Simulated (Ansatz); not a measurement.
# TaN: squeezing one contact, part 2 of 2

Aim: change the length of one contact in TaN (Ta1–N2) by moving its two atoms, all else held, and follow energy and force. The runs shown use LAPW, crystal datasets and norm-conserving. Companion runs by PAW are cited. Its runs: the reference run (LAPW); shortest bond scaled by 1 (crystal datasets); shortest bond scaled by 0.94 (LAPW); shortest bond scaled by 0.76 (LAPW and norm-conserving); shortest bond scaled by 0.7 (LAPW and norm-conserving); shortest bond scaled by 0.64 (LAPW and norm-conserving).

Ansatz 0.2.0; DFT PBE; a database cell (COD). «Crystal datasets» are all-electron PAW datasets made for this crystal.

## 7. Shortest bond scaled by 0.7, LAPW

File input.yaml:

```yaml
crystal:
  lattice:
    - [2.938, 0.0, 0.0]
    - [-1.469, 2.5443826363, 0.0]
    - [0.0, 0.0, 2.883]
  atoms:
    - { symbol: Ta, position: [0.2833333333, 0.5666666667, 0.425] }
    - { symbol: "N", position: [0.05, 0.1, 0.075] }
kpoints:
  mp_grid: { grid: [9, 9, 8] }
scf:
  occupations: { method: fermi_dirac, width: 0.03 }
hamiltonian:
  xc: pbe
  pseudopotentials: { kind: all_electron, lapw: { basis_error: 0.001 } }
output:
  forces: true
  stress: true
  eigenvalues: true
  populations: true
```

Run with:

```bash
$ ansatz run input.yaml --threads 1 --pin off --max-ram 2048MiB --backend cpu --events-out ev --progress --plain --runs-dir out
```

Log, shortened:

```text
Ta: projections on atomic orbitals take those of the free atom 1s2 2s2 2p6 3s2 3p6 3d10 4s2 4p6 4d10 4f14 5s2 5p6 5d3 6s2, of charge +0.00 (hamiltonian.pseudopotentials.projection_atoms)
N: projections on atomic orbitals take those of the free atom 1s2 2s2 2p3, of charge +0.00 (hamiltonian.pseudopotentials.projection_atoms)
LAPW: plane waves up to 14.190 Å⁻¹, error target 1.0e-3 eV per atom; small_component_spin mean_spin; N in spheres of 0.621 Å, 7 of its electrons in bands, Dirac shells []; Ta in spheres of 0.938 Å, 45 of its electrons in bands, Dirac shells []
[...]
Pseudopotentials: kind: all_electron
Pseudopotential: Ta, LAPW, valence charge 45, Koelling and Harmon's equation, gaussian nucleus
Pseudopotential: N, LAPW, valence charge 7, Koelling and Harmon's equation, gaussian nucleus
Functional definition: PBE
[...]
Crystal: 2 atoms, lattice volume = 21.552 Å³
[...]
SCF iter   8: F=-426056.478147 eV  HF=-426056.478147 eV  |F-HF|=6.34e-9  |Δ(HF+E_count)|=   2.63e-7  Δρ=1.72e-5  dr2=3.61e-8  ethr=1.93e-9  ⟨swp⟩=3.0  Hψ=16865  notcnv=0
[...]
SCF converged after 8 iterations
Free energy (F): -426056.478147 eV
[...]
E sigma→0 (E₀):  -426056.477296 eV
Entropy (-TS):   -0.001702 eV (-0.851 meV/atom)
Fermi energy:    25.690424 eV
[...]
--- Forces (eV/Å), atoms counted from 1 ---
  atom   1  Ta     0.00000000    15.84927214    14.44866410
  atom   2  N      0.00000000   -15.84924500   -14.44875079
[...]
--- Stress (GPa, compression-positive) ---
       16.970927       0.000000       0.000000
        0.000000     169.738772     120.859200
        0.000000     120.859200     139.077073
  P = ⅓ Tr σ = 108.5956 GPa (1085.956 kbar)
--- Band table (eV; the first three rows and the last of 185) ---
[...]
--- Löwdin populations: 2 sites ---
  site symbol       q [e]
     0     Ta     72.4320
     1      N      7.4695
  spilling = 0.001231 (of n_electrons = 80.000000)
```

It took 3.6 min on 1 thread of Arm Neoverse V2, shared host; peak memory 0.94 GiB.

This run gives: pressure 108.60 GPa; no gap; largest force 21.447 eV/Å.

## 8. Shortest bond scaled by 0.7, norm-conserving

Changes to input.yaml since step 7:

```diff
@@ -14,3 +14,3 @@
   xc: pbe
-  pseudopotentials: { kind: all_electron, lapw: { basis_error: 0.001 } }
+  pseudopotentials: { kind: nc }
 output:
```

Run with:

```bash
$ ansatz run input.yaml --threads 1 --pin off --max-ram 2048MiB --backend cpu --events-out ev --progress --plain --runs-dir out
```

Log, shortened:

```text
[...]
[... 4 set-up lines as earlier in the session ...]
[...]
Crystal: 2 atoms, lattice volume = 21.552 Å³
Basis set: ecut = 1240 eV, 2159 PW (Γ), exchange–correlation on 72×72×72 points (8 copies of the dense FFT grid, shifted against one another)
Bands: 20, of which v1, the nominal top of the filled ones, is band 16 counted from 1 (15 counted from 0)
[... 2 set-up lines as earlier in the session ...]
k-points: 185 of 648 (time reversal used)
[...]
SCF iter   1: F=—  HF=-8359.365207 eV  |F-HF|=—  |Δ(HF+E_count)|=         —  Δρ=1.15e-1  dr2=1.87e0  ethr=3.10e-3  ⟨swp⟩=6.0  Hψ=18527  notcnv=0
[...]
SCF converged after 10 iterations
Free energy (F): -8358.686695 eV
[...]
E sigma→0 (E₀):  -8358.685858 eV
Entropy (-TS):   -0.001673 eV (-0.837 meV/atom)
Fermi energy:    27.249130 eV
[...]
--- Forces (eV/Å), atoms counted from 1 ---
  atom   1  Ta     0.00000000    16.15433778    14.69883309
  atom   2  N      0.00000000   -16.15435422   -14.69886691
[...]
--- Stress (GPa, compression-positive) ---
       16.550642       0.000000       0.000000
        0.000000     171.985141     123.202208
        0.000000     123.202208     140.582717
  P = ⅓ Tr σ = 109.7062 GPa (1097.062 kbar)
--- Band table (eV; the first three rows and the last of 185) ---
  k-point 0: bands = ["-41.1778", "-8.6322", "-7.3411", "-7.1378", "6.8361", "7.1151", "7.1812", "7.2450", "7.2541", "7.3015", "7.3820", "9.7522", "19.0304", "20.7435", "21.6920", "26.5900", "28.1068", "30.6977", "31.0806", "33.2155"]
[...]
--- Löwdin populations: 2 sites ---
  site symbol       q [e]
     0     Ta     26.4418
     1      N      5.4563
  spilling = 0.003183 (of n_electrons = 32.000000)
```

It took 52 s on 1 thread of Arm Neoverse V2, shared host; peak memory 0.48 GiB.

Result: pressure 109.71 GPa; no gap; largest force 21.841 eV/Å.

## 9. Shortest bond scaled by 0.64, LAPW

File input.yaml:

```yaml
crystal:
  lattice:
    - [2.938, 0.0, 0.0]
    - [-1.469, 2.5443826363, 0.0]
    - [0.0, 0.0, 2.883]
  atoms:
    - { symbol: Ta, position: [0.2733333333, 0.5466666667, 0.41] }
    - { symbol: "N", position: [0.06, 0.12, 0.09] }
kpoints:
  mp_grid: { grid: [9, 9, 8] }
scf:
  occupations: { method: fermi_dirac, width: 0.03 }
hamiltonian:
  xc: pbe
  pseudopotentials: { kind: all_electron, lapw: { basis_error: 0.001 } }
output:
  forces: true
  stress: true
  eigenvalues: true
  populations: true
```

Run with:

```bash
$ ansatz run input.yaml --threads 1 --pin off --max-ram 2048MiB --backend cpu --events-out ev --progress --plain --runs-dir out
```

Log, shortened:

```text
Ta: projections on atomic orbitals take those of the free atom 1s2 2s2 2p6 3s2 3p6 3d10 4s2 4p6 4d10 4f14 5s2 5p6 5d3 6s2, of charge +0.00 (hamiltonian.pseudopotentials.projection_atoms)
N: projections on atomic orbitals take those of the free atom 1s2 2s2 2p3, of charge +0.00 (hamiltonian.pseudopotentials.projection_atoms)
LAPW: plane waves up to 15.635 Å⁻¹, error target 1.0e-3 eV per atom; small_component_spin mean_spin; N in spheres of 0.560 Å, 7 of its electrons in bands, Dirac shells []; Ta in spheres of 0.865 Å, 45 of its electrons in bands, Dirac shells []
[...]
[... 4 set-up lines as earlier in the session ...]
[...]
Crystal: 2 atoms, lattice volume = 21.552 Å³
[...]
SCF iter   8: F=-426052.659557 eV  HF=-426052.659557 eV  |F-HF|=4.48e-9  |Δ(HF+E_count)|=   3.47e-7  Δρ=2.14e-5  dr2=4.89e-8  ethr=3.67e-9  ⟨swp⟩=3.0  Hψ=16671  notcnv=0
[...]
SCF converged after 8 iterations
Free energy (F): -426052.659557 eV
[...]
E sigma→0 (E₀):  -426052.658524 eV
Entropy (-TS):   -0.002067 eV (-1.034 meV/atom)
Fermi energy:    25.733187 eV
[...]
--- Forces (eV/Å), atoms counted from 1 ---
  atom   1  Ta     0.00000000    27.75095927    24.67762957
  atom   2  N      0.00000000   -27.75101426   -24.67771358
[...]
--- Stress (GPa, compression-positive) ---
       21.392194       0.000000       0.000000
        0.000000     270.559301     198.072167
        0.000000     198.072167     213.985873
  P = ⅓ Tr σ = 168.6458 GPa (1686.458 kbar)
--- Band table (eV; the first three rows and the last of 185) ---
[...]
--- Löwdin populations: 2 sites ---
  site symbol       q [e]
     0     Ta     72.5537
     1      N      7.3295
  spilling = 0.001459 (of n_electrons = 80.000000)
```

Run time: 5 min. Hardware: 1 thread of Arm Neoverse V2, shared host; peak memory 1.1 GiB.

Result: pressure 168.65 GPa; no gap; largest force 37.136 eV/Å.

## 10. Shortest bond scaled by 0.64, norm-conserving

Changes to input.yaml since step 9:

```diff
@@ -14,3 +14,3 @@
   xc: pbe
-  pseudopotentials: { kind: all_electron, lapw: { basis_error: 0.001 } }
+  pseudopotentials: { kind: nc }
 output:
```

Run with:

```bash
$ ansatz run input.yaml --threads 1 --pin off --max-ram 2048MiB --backend cpu --events-out ev --progress --plain --runs-dir out
```

Log, shortened:

```text
[...]
[... 4 set-up lines as earlier in the session ...]
[...]
Crystal: 2 atoms, lattice volume = 21.552 Å³
Basis set: ecut = 1240 eV, 2159 PW (Γ), exchange–correlation on 72×72×72 points (8 copies of the dense FFT grid, shifted against one another)
Bands: 20, of which v1, the nominal top of the filled ones, is band 16 counted from 1 (15 counted from 0)
[... 2 set-up lines as earlier in the session ...]
k-points: 185 of 648 (time reversal used)
[...]
SCF iter   1: F=—  HF=-8355.989987 eV  |F-HF|=—  |Δ(HF+E_count)|=         —  Δρ=1.53e-1  dr2=3.23e0  ethr=3.10e-3  ⟨swp⟩=6.2  Hψ=19779  notcnv=0
[...]
SCF converged after 9 iterations
Free energy (F): -8354.772254 eV
[...]
E sigma→0 (E₀):  -8354.771174 eV
Entropy (-TS):   -0.002159 eV (-1.079 meV/atom)
Fermi energy:    27.295270 eV
[...]
--- Forces (eV/Å), atoms counted from 1 ---
  atom   1  Ta     0.00000000    28.55243972    25.33136194
  atom   2  N      0.00000000   -28.55228097   -25.33174207
[...]
--- Stress (GPa, compression-positive) ---
       20.559523       0.000000       0.000000
        0.000000     276.125015     203.764530
        0.000000     203.764530     217.637594
  P = ⅓ Tr σ = 171.4407 GPa (1714.407 kbar)
--- Band table (eV; the first three rows and the last of 185) ---
  k-point 0: bands = ["-41.3171", "-9.7966", "-7.3211", "-7.0798", "6.5193", "6.9372", "7.0857", "7.3374", "7.3453", "7.4978", "7.5401", "10.1712", "17.9490", "19.9487", "21.6184", "26.3315", "28.9376", "30.7526", "31.1235", "34.1677"]
[...]
--- Löwdin populations: 2 sites ---
  site symbol       q [e]
     0     Ta     26.5629
     1      N      5.3170
  spilling = 0.003752 (of n_electrons = 32.000000)
```

Run time: 46 s. Hardware: 1 thread of Arm Neoverse V2, shared host; peak memory 0.48 GiB.

Result: pressure 171.44 GPa; no gap; largest force 38.170 eV/Å.

## 11. Side by side

The PAW rows are taken from companion runs at the same settings.

Force along the bond: half the difference of the two atoms' forces, positive where it pushes them apart.

| method | length (Å) | F from the given length (eV/cell) | force along the bond (eV/Å) | pressure (GPa) | largest force (eV/Å) |
| --- | --- | --- | --- | --- | --- |
| LAPW | 1.425 | 8.838 | 37.127 | 168.65 | 37.136 |
| LAPW | 1.558 | 5.020 | 21.434 | 108.60 | 21.447 |
| LAPW | 1.692 | 2.760 | 13.429 | 65.13 | 13.436 |
| LAPW | 2.092 | 0.125 | 1.926 | 7.91 | 1.927 |
| LAPW | 2.226 | 0.000 | 0.000 | 4.85 | 0.000 |
| PAW | 1.425 | 8.961 | 38.083 | 172.83 | 38.092 |
| PAW | 1.558 | 5.074 | 21.722 | 110.23 | 21.735 |
| PAW | 1.692 | 2.785 | 13.590 | 66.01 | 13.597 |
| PAW | 2.092 | 0.126 | 1.940 | 7.79 | 1.941 |
| PAW | 2.226 | 0.000 | 0.000 | 4.68 | 0.000 |
| PAW (cutoff 800 eV) | 1.425 | – | 38.063 | 172.76 | 38.073 |
| crystal datasets | 2.226 | – | 0.000 | 4.85 | 0.000 |
| norm-conserving | 1.425 | – | 38.161 | 171.44 | 38.170 |
| norm-conserving | 1.558 | – | 21.828 | 109.71 | 21.841 |
| norm-conserving | 1.692 | – | 13.547 | 65.49 | 13.554 |

## 12. Summary of results

This closing draws on all 2 parts.

| quantity | value |
| --- | --- |
| force along the bond, positive apart, at 1.425 Å (LAPW) | 37.13 eV/Å |
| force along the bond, positive apart, at 1.425 Å (PAW) | 38.08 eV/Å |
| force along the bond, positive apart, at 1.425 Å (PAW (cutoff 800 eV)) | 38.06 eV/Å |
| force along the bond, positive apart, at 1.425 Å (norm-conserving) | 38.16 eV/Å |

In words: At 1.42 Å the force along the bond is 37.13 eV/Å by LAPW, and the energy stands 8.84 eV over the given length. With two atoms in the cell whole sublattices move, so the other contacts between the two sublattices change too; at scales over 1 some of them become the shortest. PAW's force differs from LAPW's by at most 956 meV/Å, at 1.42 Å. Spin-orbit coupling is left out, though the cell holds Ta; in elements this heavy it can shift bands and gaps by tenths of an eV.
